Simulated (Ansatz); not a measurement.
Below is a relaxed structure of InSb. It was relaxed at this level from a cell as deposited in COD.

Computed with Ansatz, DFT PBE, scalar-relativistic, plane waves, PAW. Cutoff 420 eV, Γ-centred mesh, Gaussian smearing, no spin polarisation.

```cif
data_structure
_symmetry_space_group_name_H-M 'P 1'
_symmetry_Int_Tables_number 1
_cell_length_a 4.6915
_cell_length_b 4.6915
_cell_length_c 4.6915
_cell_angle_alpha 60.000
_cell_angle_beta 60.000
_cell_angle_gamma 60.000
_cell_volume 73.02
loop_
_atom_site_label
_atom_site_type_symbol
_atom_site_fract_x
_atom_site_fract_y
_atom_site_fract_z
_atom_site_occupancy
In1 In 0.00000 0.00000 0.00000 1
Sb1 Sb 0.75000 0.75000 0.75000 1
```

Energies over the elements count from the elements' standard structures at the same level, with no fitted energy shifts.

Problem. What space group does it have?

Solution. F-43m (No. 216), the zinc blende type. Conventional cell: a = 6.635 Å. In is surrounded by 4 Sb at 2.87 Å; Sb has 4 In at 2.87 Å.

Problem. What is its formation energy per atom?

Solution. −0.13 eV/atom. A negative formation energy is needed for stability but isn't enough: competing phases decide.

Problem. Is it a metal?

Solution. There is no gap on the 14×14×14 mesh, but valence and conduction bands meet within 0.015 eV, so at this level it has a zero gap rather than a metal's Fermi surface.

The last run used a 14×14×14 mesh for its 2-atom cell and Gaussian smearing of 0.10 eV. These runs have no spin–orbit coupling, which can matter for Sb. The zero gap may come from the functional, which often closes small gaps. A later test with randomly moved atoms came back to the same energy, though modes that don't fit the test's cell weren't probed.
